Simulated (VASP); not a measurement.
## SiC (strained zincblende): a r²SCAN single-point calculation in VASP

INCAR

```
LCHARG = .FALSE.
LASPH = .TRUE.
SIGMA = 0.01
ALGO = Normal
METAGGA = R2SCAN
NBANDS = 11
PREC = Accurate
LREAL = .FALSE.
IBRION = -1
NELM = 120
NSW = 0
ENCUT = 520
ISIF = 2
ISMEAR = 0
LWAVE = .FALSE.
EDIFF = 1E-7
```

KPOINTS

```
KPOINTS created by Atomic Simulation Environment
0
Gamma
10 10 10
0 0 0
```

KPOINTS_OPT

```
special points
7
Reciprocal
0.0000000000 0.0000000000 0.0000000000 1
-0.5000000000 -0.5000000000 0.0000000000 1
-0.3750000000 -0.3750000000 0.2500000000 1
-0.3750000000 0.0000000000 0.3750000000 1
0.0000000000 0.0000000000 0.5000000000 1
-0.5000000000 -0.2500000000 0.2500000000 1
0.0000000000 0.5000000000 0.5000000000 1
```

POSCAR

```
Si C
 1.0000000000000000
     0.0000000000000000    2.2651744451000000    2.2651744451000000
     2.2651744451000000    0.0000000000000000    2.2651744451000000
     2.2651744451000000    2.2651744451000000    0.0000000000000000
 Si  C
   1   1
Cartesian
  0.0000000000000000  0.0000000000000000  0.0000000000000000
  1.1325872225500000  1.1325872225500000  1.1325872225500000
```

VASP ran with the recommended PBE PAW datasets (8 valence electrons in the cell).

Command

```
mpirun -np 1 vasp_std
```

OSZICAR

```
N       E                     dE             d eps       ncg     rms          rms(c)
DAV:   1    -0.112359091088E+01   -0.11236E+01   -0.38721E+03  1098   0.617E+02
DAV:   2    -0.212663335526E+02   -0.20143E+02   -0.19262E+02  1352   0.111E+02
DAV:   3    -0.219458412084E+02   -0.67951E+00   -0.67803E+00  1291   0.165E+01
DAV:   4    -0.219489818784E+02   -0.31407E-02   -0.31404E-02  1183   0.136E+00
DAV:   5    -0.219489976154E+02   -0.15737E-04   -0.15737E-04  1262   0.911E-02    0.802E+00
DAV:   6    -0.190793033103E+02    0.28697E+01   -0.48372E+00  1167   0.987E+00    0.434E+00
DAV:   7    -0.191272875666E+02   -0.47984E-01   -0.36553E-01  1227   0.354E+00    0.219E+00
DAV:   8    -0.191374565036E+02   -0.10169E-01   -0.19293E-02  1103   0.104E+00    0.117E-01
DAV:   9    -0.191377372791E+02   -0.28078E-03   -0.65988E-04  1507   0.198E-01    0.102E-01
DAV:  10    -0.191378282199E+02   -0.90941E-04   -0.90386E-05  1145   0.775E-02    0.110E-02
DAV:  11    -0.191378266755E+02    0.15445E-05   -0.77957E-06  1353   0.156E-02    0.302E-03
DAV:  12    -0.191378267267E+02   -0.51262E-07   -0.29902E-07  1155   0.432E-03
   1 F= -.19137827E+02 E0= -.19137827E+02  d E =-.431923-104
       N       E                     dE             ncg
DAV:   1     0.614610378060E+03   -0.21548E+04      170
DAV:   2     0.490310681716E+03   -0.12430E+03      207
DAV:   3     0.487289618974E+03   -0.30211E+01      204
DAV:   4     0.487277783489E+03   -0.11835E-01      192
DAV:   5     0.487277711528E+03   -0.71962E-04      195
DAV:   6     0.487277710958E+03   -0.56958E-06      189
DAV:   7     0.487277710952E+03   -0.59451E-08      192
```

From OUTCAR

```
k-points           NKPTS =     47   k-points in BZ     NKDIM =     47   number of bands    NBANDS=     11

   NELECT =       8.0000    total number of electrons

   dimension x,y,z NGX =    24 NGY =   24 NGZ =   24
   dimension x,y,z NGXF=    48 NGYF=   48 NGZF=   48

  energy-cutoff  :      520.00
  volume of cell :       23.25
      direct lattice vectors                 reciprocal lattice vectors
     0.000000000  2.265174445  2.265174445    -0.220733551  0.220733551  0.220733551
     2.265174445  0.000000000  2.265174445     0.220733551 -0.220733551  0.220733551
     2.265174445  2.265174445  0.000000000     0.220733551  0.220733551 -0.220733551

 k-points in reciprocal lattice and weights: KPOINTS created by Atomic Simulation Env
   0.00000000  0.00000000  0.00000000       0.001
   0.10000000  0.00000000  0.00000000       0.008
   0.20000000  0.00000000  0.00000000       0.008
   0.30000000  0.00000000  0.00000000       0.008
   0.40000000  0.00000000  0.00000000       0.008
   0.50000000  0.00000000  0.00000000       0.004
   0.10000000  0.10000000  0.00000000       0.006
   0.20000000  0.10000000  0.00000000       0.024
   ...

 E-fermi :   6.8863

 k-point     1 :       0.0000    0.0000    0.0000
  band No.  band energies     occupation
      1      -8.5493      2.00000
      2       6.7348      2.00000
      3       6.7348      2.00000
      4       6.7348      2.00000
      5      12.1214      0.00000
      6      13.7622      0.00000
      7      13.7622      0.00000
      8      13.7622      0.00000
      9      21.2547      0.00000
     10      21.2547      0.00000
     11      22.6645      0.00000

 k-point     2 :       0.1000    0.0000    0.0000
  band No.  band energies     occupation
      1      -8.3650      2.00000
      2       5.6921      2.00000
      3       6.5982      2.00000
      4       6.5982      2.00000
      5      12.5261      0.00000
      6      13.9775      0.00000
      7      14.0039      0.00000
      8      14.0039      0.00000
      9      20.4110      0.00000
     10      20.4110      0.00000
     11      22.9705      0.00000

 k-point     3 :       0.2000    0.0000    0.0000
  band No.  band energies     occupation
      1      -7.8227      2.00000
      2       3.5877      2.00000
      3       6.2846      2.00000
      4       6.2846      2.00000
      5      12.4021      0.00000
      6      14.4041      0.00000
      7      14.4041      0.00000
      8      15.1629      0.00000
      9      19.7766      0.00000
     10      19.7766      0.00000
     11      22.1868      0.00000

 k-point     4 :       0.3000    0.0000    0.0000
  band No.  band energies     occupation
      1      -6.9653      2.00000
      2       1.3545      2.00000
      3       5.9611      2.00000
      4       5.9611      2.00000
      5      12.0095      0.00000
      6      14.3966      0.00000
      7      14.3966      0.00000
      8      16.3575      0.00000
      9      20.4880      0.00000
     10      20.4880      0.00000
     11      21.7748      0.00000

 k-point     5 :       0.4000    0.0000    0.0000
  band No.  band energies     occupation
      1      -5.9406      2.00000
      2      -0.5655      2.00000
      3       5.7364      2.00000
      4       5.7364      2.00000
      5      11.7287      0.00000
      6      14.1205      0.00000
      7      14.1205      0.00000
      8      16.8902      0.00000
      9      22.2413      0.00000
     10      22.2981      0.00000
     11      22.2981      0.00000

 k-point     6 :       0.5000    0.0000    0.0000
  band No.  band energies     occupation
      1      -5.3382      2.00000
      2      -1.4758      2.00000
      3       5.6575      2.00000
      4       5.6575      2.00000
      5      11.6315      0.00000
      6      13.9846      0.00000
      7      13.9846      0.00000
      8      16.9799      0.00000
      9      22.7139      0.00000
     10      23.8449      0.00000
     11      23.8449      0.00000

 k-point     7 :       0.1000    0.1000    0.0000
  band No.  band energies     occupation
      1      -8.3035      2.00000
      2       5.8960      2.00000
      3       6.2727      2.00000
      4       6.2727      2.00000
      5      12.8297      0.00000
      6      13.1743      0.00000
      7      14.4566      0.00000
      8      14.4566      0.00000
      9      19.0738      0.00000
     10      21.5421      0.00000
     11      23.6477      0.00000

 k-point     8 :       0.2000    0.1000    0.0000
  band No.  band energies     occupation
      1      -7.8799      2.00000
      2       4.2639      2.00000
      3       5.8489      2.00000
      4       6.0849      2.00000
      5      12.6782      0.00000
      6      13.5156      0.00000
      7      15.0908      0.00000
      8      15.1584      0.00000
      9      18.2747      0.00000
     10      21.2911      0.00000
     11      23.6680      0.00000

 k-point     9 :       0.3000    0.1000    0.0000
  band No.  band energies     occupation
      1      -7.1236      2.00000
      2       2.1297      2.00000
      3       5.5080      2.00000
      4       5.7028      2.00000
      5      12.3661      0.00000
      6      13.9695      0.00000
      7      15.2858      0.00000
      8      15.6305      0.00000
      9      19.0027      0.00000
     10      21.6483      0.00000
     11      22.9651      0.00000

 k-point    10 :       0.4000    0.1000    0.0000
  band No.  band energies     occupation
      1      -6.1316      2.00000
      2       0.1162      2.00000
      3       5.2602      2.00000
      4       5.3446      2.00000
      5      12.1202      0.00000
      6      13.7985      0.00000
      7      14.9637      0.00000
      8      16.6633      0.00000
      9      20.2310      0.00000
     10      23.1021      0.00000
     11      23.1225      0.00000

 k-point    11 :       0.5000    0.1000    0.0000
  band No.  band energies     occupation
      1      -5.2825      2.00000
      2      -1.2227      2.00000
      3       4.9127      2.00000
      4       5.3862      2.00000
      5      12.0630      0.00000
      6      13.6240      0.00000
      7      14.5845      0.00000
      8      17.4060      0.00000
      9      21.6049      0.00000
     10      23.7142      0.00000
     11      23.8545      0.00000

 k-point    12 :      -0.4000    0.1000    0.0000
  band No.  band energies     occupation
      1      -5.4991      2.00000
      2      -0.9049      2.00000
      3       4.7443      2.00000
      4       5.6160      2.00000
      5      12.2079      0.00000
      6      13.7425      0.00000
      7      14.4131      0.00000
      8      17.3714      0.00000
      9      21.7761      0.00000
     10      22.2573      0.00000
     11      24.0196      0.00000

 k-point    13 :      -0.3000    0.1000    0.0000
  band No.  band energies     occupation
      1      -6.4781      2.00000
      2       0.7522      2.00000
      3       4.8018      2.00000
      4       5.9787      2.00000
      5      12.5052      0.00000
      6      14.1323      0.00000
      7      14.4460      0.00000
      8      16.5996      0.00000
      9      19.7151      0.00000
     10      21.7004      0.00000
     11      23.5366      0.00000

 k-point    14 :      -0.2000    0.1000    0.0000
  band No.  band energies     occupation
      1      -7.4106      2.00000
      2       2.8303      2.00000
      3       5.1145      2.00000
      4       6.3722      2.00000
      5      12.9003      0.00000
      6      14.2613      0.00000
      7      14.3934      0.00000
      8      15.6251      0.00000
      9      18.6786      0.00000
     10      20.8010      0.00000
     11      23.4877      0.00000

 k-point    15 :      -0.1000    0.1000    0.0000
  band No.  band energies     occupation
      1      -8.0611      2.00000
      2       4.7182      2.00000
      3       5.7651      2.00000
      4       6.6339      2.00000
      5      13.0328      0.00000
      6      13.6915      0.00000
      7      14.0731      0.00000
      8      15.0399      0.00000
      9      19.0730      0.00000
     10      20.4084      0.00000
     11      23.9593      0.00000

 k-point    16 :       0.2000    0.2000    0.0000
  band No.  band energies     occupation
      1      -7.5782      2.00000
      2       4.1715      2.00000
      3       5.3238      2.00000
      4       5.3238      2.00000
      5      11.6663      0.00000
      6      13.5168      0.00000
      7      16.0639      0.00000
      8      16.0639      0.00000
      9      17.4832      0.00000
     10      22.3968      0.00000
     11      25.9834      0.00000

 ...

  Total       -3.0878375     -3.0878375     -3.0878375     -0.0000000      0.0000000      0.0000000
  in kB     -212.8286342   -212.8286342   -212.8286342     -0.0000000      0.0000000      0.0000000
  external PRESSURE =    -212.8286342 kB  Pullay stress =       0.0000000 kB

 POSITION                                       TOTAL-FORCE (eV/Angst)
 -----------------------------------------------------------------------------------
      0.00000      0.00000      0.00000        -0.000000     -0.000000      0.000000
      1.13259      1.13259      1.13259         0.000000      0.000000     -0.000000
 -----------------------------------------------------------------------------------
    total drift:                                0.000001      0.000001      0.000001

  FREE ENERGIE OF THE ION-ELECTRON SYSTEM (eV)
  ---------------------------------------------------
  free  energy   TOTEN  =       -19.1378267267 eV

  energy  without entropy=      -19.1378267267  energy(sigma->0) =      -19.13782673
```

```
gap between bands v and c : 1.79 eV
least direct gap          : 4.89 eV
pressure                  : -21.3 GPa
```

Band v is the last that the valence electrons fill when counted band by band, and c is the next.

The run took about 20 s on one core of a shared host (Intel Xeon Platinum 8488C) and held 0.15 GiB at most.
